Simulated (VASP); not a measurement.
# Te2Mo (P6_3/mmc) in VASP: notebook

The runs below take Te2Mo through relaxation of shape and atoms at fixed volume, single point, with PBE+D3(BJ).

All numbers are computed with VASP 6.6.1; they aren't measurements. Logs are shortened: lines on timing, memory, paths and dates and some standing lists are left out, and cuts for length are marked.

**What was measured.**

From “Broadband infrared study of pressure-tunable Fano resonance and metallization transition in 2H-MoTe2”, 2022, pmc:9569381, for a bulk crystal of Te2Mo at 300 K: band gap 0.88 ± 0.05 eV (indirect).

The runs below are set against these values where they give the same quantity.

### Step 1. The structure

The structure is hexagonal, space group P6_3/mmc (No. 194). Conventional cell: a = 3.413 Å, b = 3.413 Å, c = 13.228 Å, α = 90.00°, β = 90.00°, γ = 120.00°. Around Te (site symmetry 3m) lie 3 Mo at 2.67 Å. Mo (site symmetry -6m2) is surrounded by 6 Te at 2.67 Å.

### Step 2. Relaxation of shape and atoms at fixed volume, PBE+D3(BJ)

Contents of INCAR:

```
ALGO = Fast ; EDIFF = 1E-7
EDIFFG = -0.01 ; ENCUT = 600
GGA = PE ; IBRION = 2
ISIF = 4 ; ISMEAR = 0
IVDW = 12 ; LASPH = T
LCHARG = F ; LREAL = F
LWAVE = F ; NELM = 100
NSW = 60 ; PREC = Accurate
SIGMA = 0.05
```

Contents of KPOINTS:

```
k-points
0
Gamma
  10 10 2
```

Contents of POSCAR:

```
Te2Mo
1.0
    3.4130749699      0.0000000000      0.0000000000
   -1.7065374850      2.9558096290      0.0000000000
    0.0000000000      0.0000000000     13.2282776423
Te Mo
4 2
Direct
    0.3333333333      0.6666666667      0.6142241873
    0.6666666667      0.3333333333      0.1142241873
    0.3333333333      0.6666666667      0.8857758127
    0.6666666667      0.3333333333      0.3857758127
    0.3333333333      0.6666666667      0.2500000000
    0.6666666667      0.3333333333      0.7500000000
```

Potentials or basis: VASP PAW PBE potentials, release 64 (Te, Mo_sv).

Command:

```
$ cat potpaw_PBE.64/Te/POTCAR potpaw_PBE.64/Mo_sv/POTCAR > POTCAR
$ mpirun -np 1 vasp_std > vasp.out
```

OUTCAR:

```text
EDIFF = 1E-7
   EDIFFG = -0.01
   ENCUT = 600
   GGA = PE
   IBRION = 2
   ISIF = 4
   ISMEAR = 0
   IVDW = 12
   LASPH = T
   LREAL = F
   NELM = 100
   NSW = 60
   PREC = Accurate
 IVDW          = 12

 ion  position               nearest neighbor table
   1  0.333  0.667  0.614-   6 2.67   6 2.67   6 2.67   3 3.59   4 3.61   4 3.61   4 3.61
   2  0.667  0.333  0.114-   5 2.67   5 2.67   5 2.67   4 3.59   3 3.61   3 3.61   3 3.61
   3  0.333  0.667  0.886-   6 2.67   6 2.67   6 2.67   1 3.59   2 3.61   2 3.61   2 3.61
   4  0.667  0.333  0.386-   5 2.67   5 2.67   5 2.67   2 3.59   1 3.61   1 3.61   1 3.61
   5  0.333  0.667  0.250-   2 2.67   4 2.67   2 2.67   4 2.67   2 2.67   4 2.67
   6  0.667  0.333  0.750-   1 2.67   3 2.67   1 2.67   3 2.67   1 2.67   3 2.67

  LATTYP: Found a hexagonal cell.
 ALAT       =     3.4130749699
 C/A-ratio  =     3.8757653315

  Lattice vectors:

 A1 = (   3.4130749699,   0.0000000000,   0.0000000000)
 A2 = (  -1.7065374850,   2.9558096290,   0.0000000000)
 A3 = (   0.0000000000,   0.0000000000,  13.2282776423)

Analysis of symmetry for initial positions (statically):
=====================================================================
 Subroutine PRICEL returns:
 Original cell was already a primitive cell.

 Routine SETGRP: Setting up the symmetry group for a
 hexagonal supercell.

 Subroutine GETGRP returns: Found 24 space group operations
 (whereof 12 operations were pure point group operations)
 out of a pool of 24 trial point group operations.

The static configuration has the point symmetry D_3d.
 The point group associated with its full space group is D_6h.

Analysis of symmetry for dynamics (positions and initial velocities):
=====================================================================
 Subroutine PRICEL returns:
 Original cell was already a primitive cell.

 Routine SETGRP: Setting up the symmetry group for a
 hexagonal supercell.

 Subroutine GETGRP returns: Found 24 space group operations
 (whereof 12 operations were pure point group operations)
 out of a pool of 24 trial point group operations.

The dynamic configuration has the point symmetry D_3d.
 The point group associated with its full space group is D_6h.

 Subroutine INISYM returns: Found 24 space group operations
 (whereof 12 operations are pure point group operations),
 and found     1 'primitive' translations

----------------------------------------------------------------------------------------

                                     Primitive cell

  volume of cell :     133.4522

  direct lattice vectors                    reciprocal lattice vectors
     3.413074970  0.000000000  0.000000000     0.292990927  0.169158391  0.000000000
    -1.706537485  2.955809629  0.000000000     0.000000000  0.338316781  0.000000000
     0.000000000  0.000000000 13.228277642     0.000000000  0.000000000  0.075595631

  length of vectors
     3.413074970  3.413074970 13.228277642     0.338316781  0.338316781  0.075595631

[... 83 lines left out ...]
   LNONCOLLINEAR =      F non collinear calculations
   LSORBIT =      F    spin-orbit coupling
   LASPH  =      T    aspherical Exc in radial PAW
   ENCUT  =  600.0 eV  44.10 Ry    6.64 a.u.   6.82  6.82 26.42*2*pi/ulx,y,z
   NELM   =    100;   NELMIN=  2; NELMDL= -5     # of ELM steps
   EDIFF  = 0.1E-06   stopping-criterion for ELM
   LREAL  =      F    real-space projection
   EDIFFG = -.1E-01   stopping-criterion for IOM
   NSW    =     60    number of steps for IOM
   IBRION =      2    ionic relax: 0-MD 1-quasi-New 2-CG
   NFREE  =      1    steps in history (QN), initial steepest desc. (CG)
   ISIF   =      4    stress and relaxation
   ISYM   =      2    0-nonsym 1-usesym 2-fastsym
   POTIM  = 0.5000    time-step for ionic-motion
   TEBEG  =    0.0;   TEEND  =   0.0 temperature during run
   PSTRESS=    0.0 pullay stress
   NELECT =      52.0000    total number of electrons
   NUPDOWN=      -1.0000    fix difference up-down
   EMIN   =  10.00;   EMAX   =-10.00  energy-range for DOS
   EFERMI =   0.00;   METHOD = LEGACY
   ISMEAR =     0;   SIGMA  =   0.05  broadening in eV -4-tet -1-fermi 0-gaus
   EFERMI_NEDOS =   21; number of points for ismear=-14 and -15
   IALGO  =     68    algorithm
   IMIX   =      4    mixing-type and parameters
     AMIX     =   0.40;   BMIX     =  1.00
     AMIX_MAG =   1.60;   BMIX_MAG =  1.00
  volume/ion in A,a.u.               =      22.24       150.10
  Fermi-wavevector in a.u.,A,eV,Ry     =   1.195733  2.259607 19.453291  1.429777
  Thomas-Fermi vector in A             =   2.331691
   LORBIT       =      0    0 simple, 1 ext, 2 COOP (PROOUT), +10 PAW based schemes
   GGA     = PE    functional components
   LHFCALC =     F    Hartree Fock is set to
   AEXX    =    0.0000 exact exchange contribution
   IVDW    =    12    specifies the selected vdW correction
   LEPSILON=     F    determine dielectric tensor
   LRPA    =     F    only Hartree local field effects (RPA)
 conjugate gradient relaxation of ions
 non-spin polarized calculation
 RMM-DIIS sequential band-by-band and
 Gauss-broadening in eV      SIGMA  =   0.05
  energy-cutoff  :      600.00
  volume of cell :      133.45
 maximum number of plane-waves:      4482
 NGX is ok and might be reduce to    28
   NGX = 13   NGY = 13   NGZ = 53

--------------------------------------- Ionic step        1  -------------------------------------------

 number of electron      51.9999999 magnetization

 Free energy of the ion-electron system (eV)
  ---------------------------------------------------
  ext. energy  EPLUGINS =         0.00000000
  ---------------------------------------------------
  free energy    TOTEN  =       -35.40355169 eV

  energy without entropy =      -35.40355139  energy(sigma->0) =      -35.40355154

------------------------ aborting loop because EDIFF is reached ----------------------------------------

 Edisp (eV)   -3.61485

 E8    (eV) :    -1.6638
[... 167 lines left out ...]
--------------------------------------- Ionic step        5  -------------------------------------------

 number of electron      51.9999997 magnetization

 Free energy of the ion-electron system (eV)
  ---------------------------------------------------
  ext. energy  EPLUGINS =         0.00000000
  ---------------------------------------------------
  free energy    TOTEN  =       -35.44901883 eV

  energy without entropy =      -35.44897388  energy(sigma->0) =      -35.44899636

 E-fermi :  10.1888     XC(G=0): -11.1076

 val. band max:       10.0935005430   @ k =   0.1000   0.0000   0.0000
 cond. band min:      10.2839988218   @ k =   0.2000   0.2000   0.0000
 fundamental gap:      0.1904982788
 Fermi energy:        10.1887535388

 k-point     1 :       0.0000    0.0000    0.0000
  band No.  band energies     occupation
      1     -50.9836      2.00000
      2     -50.9836      2.00000
      3     -25.2051      2.00000
      4     -25.2051      2.00000
      5     -25.0086      2.00000
      6     -25.0086      2.00000
[... 805 lines left out ...]
     30      11.5895      0.00000
     31      12.5505      0.00000

 [... further k-points ...]

------------------------ aborting loop because EDIFF is reached ----------------------------------------

 Edisp (eV)   -3.61434

 E8    (eV) :    -1.6632
[... 29 lines left out ...]
  FREE ENERGIE OF THE ION-ELECTRON SYSTEM (eV)
  ---------------------------------------------------
  free  energy   TOTEN  =       -39.0633571160 eV

  energy  without entropy=      -39.0633121672  energy(sigma->0) =      -39.06333464

 reached required accuracy - stopping structural energy minimisation
```

OSZICAR:

```text
N       E                     dE             d eps       ncg     rms          rms(c)
DAV:   1     0.460974971298E+03    0.46097E+03   -0.29594E+04  1960   0.171E+03
DAV:   2    -0.101755115166E+02   -0.47115E+03   -0.46218E+03  2111   0.384E+02
DAV:   3    -0.359041713676E+02   -0.25729E+02   -0.25481E+02  2206   0.754E+01
[... 67 lines left out ...]
RMM:   7    -0.354490189303E+02   -0.25476E-05   -0.37229E-05  1901   0.339E-02    0.193E-02
RMM:   8    -0.354490191913E+02   -0.26094E-06   -0.84199E-06  2023   0.158E-02    0.112E-02
RMM:   9    -0.354490190736E+02    0.11768E-06   -0.33762E-06  1820   0.989E-03    0.584E-03
RMM:  10    -0.354490188568E+02    0.21677E-06   -0.80357E-07  1464   0.525E-03    0.104E-03
RMM:  11    -0.354490188305E+02    0.26351E-07   -0.22194E-07  1056   0.228E-03
   5 F= -.39063357E+02 E0= -.39063335E+02  d E =-.764527E-02
```

CONTCAR:

```text
Te2Mo
   1.00000000000000
     3.4198588332722952   -0.0000000000076282   -0.0000000000000000
    -1.7099294166928529    2.9616846270322164   -0.0000000000000000
     0.0000000000000000    0.0000000000000000   13.1758486815544220
  Te              Mo
     4     2
Direct
     0.3333333332999970    0.6666666667000030    0.6112995463109311
     0.6666666667000030    0.3333333332999970    0.1112995463109312
     0.3333333332999970    0.6666666667000030    0.8887004536890689
     0.6666666667000030    0.3333333332999970    0.3887004536890687
     0.3333333332999970    0.6666666667000030    0.2500000000000000
     0.6666666667000030    0.3333333332999970    0.7500000000000000

  0.00000000E+00  0.00000000E+00  0.00000000E+00
  0.00000000E+00  0.00000000E+00  0.00000000E+00
  0.00000000E+00  0.00000000E+00  0.00000000E+00
  0.00000000E+00  0.00000000E+00  0.00000000E+00
  0.00000000E+00  0.00000000E+00  0.00000000E+00
  0.00000000E+00  0.00000000E+00  0.00000000E+00
```

Run time: 7.4 min. Hardware: 1 thread of Intel Xeon Platinum 8488C (Sapphire Rapids), shared host; peak memory 0.37 GiB.

Results:

- Free energy: -39.0634 eV
- Energy gained by relaxing: 7.5 meV/atom
- Ionic steps: 5
- Pressure after relaxing: 5.2 GPa
- Band gap on the k mesh: 0.19 eV, indirect (least direct gap 0.82 eV)
- Dispersion energy per atom: -0.602 eV

Forces in eV/Å, atoms in the order of the input:
```
Te   0.000  0.000 -0.002
Te   0.000  0.000 -0.002
Te   0.000  0.000  0.002
Te   0.000  0.000  0.002
Mo   0.000  0.000  0.000
Mo   0.000  0.000  0.000
```

Step by step:
```
step  energy change (eV)  largest force (eV/Å)  pressure (GPa)  volume (Å³)
   1              0.0000                0.6222            7.69       133.45
   2             -0.0368                0.0087            5.36       133.45
   3             -0.0373                0.0713            5.60       133.45
   4             -0.0435                0.0350            5.39       133.45
   5             -0.0450                0.0024            5.21       133.45
```

Final structure:
```yaml
crystal:
  lattice:
    - [3.41986, 0.00000, 0.00000]
    - [-1.70993, 2.96168, 0.00000]
    - [0.00000, 0.00000, 13.17585]
  atoms:
    - { symbol: Te, position: [0.33333, 0.66667, 0.61130] }
    - { symbol: Te, position: [0.66667, 0.33333, 0.11130] }
    - { symbol: Te, position: [0.33333, 0.66667, 0.88870] }
    - { symbol: Te, position: [0.66667, 0.33333, 0.38870] }
    - { symbol: Mo, position: [0.33333, 0.66667, 0.25000] }
    - { symbol: Mo, position: [0.66667, 0.33333, 0.75000] }
```

Levels at points of the mesh, in eV from the valence-band top:
```csv
k point,band 24,band 25,band 26,band 27,band 28,band 29
"(0.00, 0.00, 0.00)",-1.21,-0.16,-0.05,2.73,2.73,2.88
"(0.50, 0.00, 0.00)",-1.43,-0.99,-0.30,1.13,1.16,1.23
"(0.00, 0.00, 0.50)",-1.25,-0.12,-0.12,2.76,2.76,2.76
"(0.50, 0.00, 0.50)",-1.43,-0.65,-0.65,1.16,1.16,1.48
```

Caveat: spin-orbit coupling is left out, which moves the levels of the heavy elements. A k mesh can miss the band edges.

### Step 3. Single point, PBE+D3(BJ)

This run uses another cell than the first one, of 23.21 Å³/atom, 1.043 times its volume.

Contents of INCAR:

```
SYSTEM = Te2Mo
PREC = Accurate
ENCUT = 520
EDIFF = 1E-6
ISMEAR = 0
SIGMA = 0.05
LREAL = .FALSE.
LASPH = .TRUE.
NELM = 100
ALGO = Fast
ISIF = 2
LWAVE = .FALSE.
LCHARG = .FALSE.
GGA = PE
IVDW = 12
NBANDS = 35
```

Contents of KPOINTS:

```
Automatic mesh
0
G
  10 10 2
  0 0 0
```

POSCAR: that of step 2 with these lines changed.

```diff
@@ -2,5 +2,5 @@
 1.0
-    3.4130749699      0.0000000000      0.0000000000
-   -1.7065374850      2.9558096290      0.0000000000
-    0.0000000000      0.0000000000     13.2282776423
+    3.4618397722      0.0000000000      0.0000000000
+   -1.7309198861      2.9980411865      0.0000000000
+    0.0000000000      0.0000000000     13.4172785722
 Te Mo
```

Potentials or basis: VASP PAW PBE potentials, release 64 (Te, Mo_sv).

Command:

```
$ cat potpaw_PBE.64/Te/POTCAR potpaw_PBE.64/Mo_sv/POTCAR > POTCAR
$ mpirun -np 1 vasp_std > vasp.out
```

OUTCAR:

```text
SYSTEM = Te2Mo
   PREC = Accurate
   ENCUT = 520
   EDIFF = 1E-6
   ISMEAR = 0
   LREAL = .FALSE.
   LASPH = .TRUE.
   NELM = 100
   ISIF = 2
   GGA = PE
   IVDW = 12
 IVDW          = 12

 ion  position               nearest neighbor table
   1  0.333  0.667  0.614-   6 2.70   6 2.70   6 2.70   3 3.64   4 3.66   4 3.66   4 3.66
   2  0.667  0.333  0.114-   5 2.70   5 2.70   5 2.70   4 3.64   3 3.66   3 3.66   3 3.66
   3  0.333  0.667  0.886-   6 2.70   6 2.70   6 2.70   1 3.64   2 3.66   2 3.66   2 3.66
[... 1131 lines left out ...]
  -------------------------------------------------------------------------------------
  Total       1.89531     1.89531     1.96553    -0.00000     0.00000     0.00000
  in kB      21.80631    21.80631    22.61425    -0.00000     0.00000     0.00000
  external pressure =       22.08 kB  Pullay stress =        0.00 kB

 VOLUME and BASIS-vectors are now :
 -----------------------------------------------------------------------------
  energy-cutoff  :      520.00
  volume of cell :      139.25
      direct lattice vectors                 reciprocal lattice vectors
     3.461839772  0.000000000  0.000000000     0.288863745  0.166775561  0.000000000
    -1.730919886  2.998041187  0.000000000     0.000000000  0.333551121  0.000000000
     0.000000000  0.000000000 13.417278572     0.000000000  0.000000000  0.074530762

 POSITION                                       TOTAL-FORCE (eV/Angst)
 -----------------------------------------------------------------------------------
     -0.00000      1.99869      8.24122         0.000000      0.000000     -0.014287
      1.73092      0.99935      1.53258        -0.000000     -0.000000     -0.014287
     -0.00000      1.99869     11.88470         0.000000      0.000000      0.014287
      1.73092      0.99935      5.17606        -0.000000     -0.000000      0.014287
     -0.00000      1.99869      3.35432        -0.000000     -0.000000      0.000000
      1.73092      0.99935     10.06296         0.000000      0.000000      0.000000
 -----------------------------------------------------------------------------------
    total drift:                               -0.000000      0.000000     -0.000000

  FREE ENERGIE OF THE ION-ELECTRON SYSTEM (eV)
  ---------------------------------------------------
  free  energy   TOTEN  =       -39.1944216609 eV

  energy  without entropy=      -39.1944216606  energy(sigma->0) =      -39.19442166
```

stdout:

```text
POSCAR found type information on POSCAR TeMo
 POSCAR found :  2 types and       6 ions
 scaLAPACK will be used
 LDA part: xc-table for (Slater+PW92), standard interpolation
 POSCAR, INCAR and KPOINTS ok, starting setup
 FFT: planning ... GRIDC
 FFT: planning ... GRID_SOFT
 FFT: planning ... GRID
 WAVECAR not read
 entering main loop
```

Wall time 1.9 min (1 thread of Intel Xeon Platinum 8488C (Sapphire Rapids), shared host); peak memory 0.34 GiB.

Results:

```yaml
Free_energy: -39.1944 eV
Pressure: 2.2 GPa
Largest_force: 0.014 eV/Å
Band_gap_on_the_k_mesh: 0.40 eV, indirect (least direct gap 1.01 eV)
Dispersion_energy_per_atom: -0.577 eV
```

Forces on the atoms (eV/Å):
```
Te   0.000  0.000 -0.014
Te   0.000  0.000 -0.014
Te   0.000  0.000  0.014
Te   0.000  0.000  0.014
Mo   0.000  0.000  0.000
Mo   0.000  0.000  0.000
```

Caveat: spin-orbit coupling is left out, which moves the levels of the heavy elements.

### Step 4. How close it comes

Step 3. Measured gap of Te2Mo: 0.88 eV (indirect; 300 K; quoted in “Broadband infrared study of pressure-tunable Fano resonance and metallization transition in 2H-MoTe2”, 2022, pmc:9569381). This calculation gives 0.40 eV (-0.48 eV). Spin-orbit coupling on Mo, Te is left out. The value is that of PBE+D3(BJ) on a finite k mesh, which can miss the band edges, without temperature or zero-point motion. Semilocal functionals fall short of measured gaps as a rule.
